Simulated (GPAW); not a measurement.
Runs of GPAW 26.7.0 on CoO. It takes space group F-43m (No. 216, cubic). Conventional cell: a = 4.687 Å, b = 4.687 Å, c = 4.687 Å, α = 90.00°, β = 90.00°, γ = 90.00°. Co (site symmetry -43m) has 4 O at 2.03 Å as nearest neighbours. O (site symmetry -43m) has 4 Co at 2.03 Å as nearest neighbours. Measurements of this composition are mostly on another form, of space group No. 225.

| task | level | potentials or basis | U | cell | k mesh | cutoff (eV) | k mesh for the DOS | dos width | lines | response ecut | response k mesh | gap on the mesh (eV) | pressure (GPa) | moment (μB) |
| --- | --- | --- | --- | --- | --- | --- | --- | --- | --- | --- | --- | --- | --- | --- |
| density of states | r2SCAN+U | GPAW PAW data sets (gpaw-data 1.2.1), pw | Co d U = 3 eV | F-43m, 12.87 Å³/atom | 7 × 7 × 7 | 800 | 10 × 10 × 10 | 0.05 eV | - | - | - | 0.87 | -6.2 | 3.00 |
| magnons | LDA | the program's PAW data sets (release 1.2.1) made for this functional, pw | - | F-43m, 13.13 Å³/atom | 8 × 8 × 8 | 550 | - | - | 2 | 150 eV | 8 × 8 × 8 | none | - | 2.99 |
| density of states | r2SCAN+U | GPAW PAW data sets (gpaw-data 1.2.1), pw | Co d U = 5 eV | F-43m, 12.87 Å³/atom | 7 × 7 × 7 | 800 | 10 × 10 × 10 | 0.05 eV | - | - | - | 1.13 | -4.2 | 3.00 |
| density of states | r2SCAN+U | GPAW PAW data sets (gpaw-data 1.2.1), pw | Co d U = 1 eV | F-43m, 12.87 Å³/atom | 7 × 7 × 7 | 800 | 10 × 10 × 10 | 0.05 eV | - | - | - | (b) | -8.7 | 3.00 |
| magnons | LDA | the program's PAW data sets (release 1.2.1) made for this functional, pw | - | F-43m, 13.39 Å³/atom | 8 × 8 × 8 | 550 | - | - | 2 | 150 eV | 8 × 8 × 8 | none | - | 3.00 |
| magnons | LDA | the program's PAW data sets (release 1.2.1) made for this functional, pw | - | F-43m, 12.62 Å³/atom | 8 × 8 × 8 | 550 | - | - | 2 | 150 eV | 8 × 8 × 8 | none | - | 2.94 |
| density of states | r2SCAN+U | GPAW PAW data sets (gpaw-data 1.2.1), pw | Co d U = 2 eV | F-43m, 12.87 Å³/atom | 7 × 7 × 7 | 800 | 10 × 10 × 10 | 0.05 eV | - | - | - | 0.72 | -7.4 | 3.00 |
| density of states | r2SCAN+U | GPAW PAW data sets (gpaw-data 1.2.1), pw | Co d U = 4 eV | F-43m, 12.87 Å³/atom | 7 × 7 × 7 | 800 | 10 × 10 × 10 | 0.05 eV | - | - | - | (a) | -5.1 | 3.00 |

Alike in all rows: spin collinear, ferromagnetic start; smearing fermi-dirac 0.05 eV.

Question: Estimate the missing entries.

Answer: (a) 1.01; (b) 0.55.

Caveats: a cell with one magnetic atom can't hold antiferromagnetic order, which such compounds often take; the PAW data sets were made with another functional, which shifts forces and pressure a little (some runs); the number of bands moves the energies at small q by some ten meV (some runs); the exchange constants hang on this mesh and on the site radius (some runs); magnon energies are noisy on this mesh (some runs); semilocal functionals often make such compounds metallic where correlation or magnetic order opens a gap, which also shifts bond lengths (some runs).

A gap of «none» marks a metal or a gap under the smearing width.
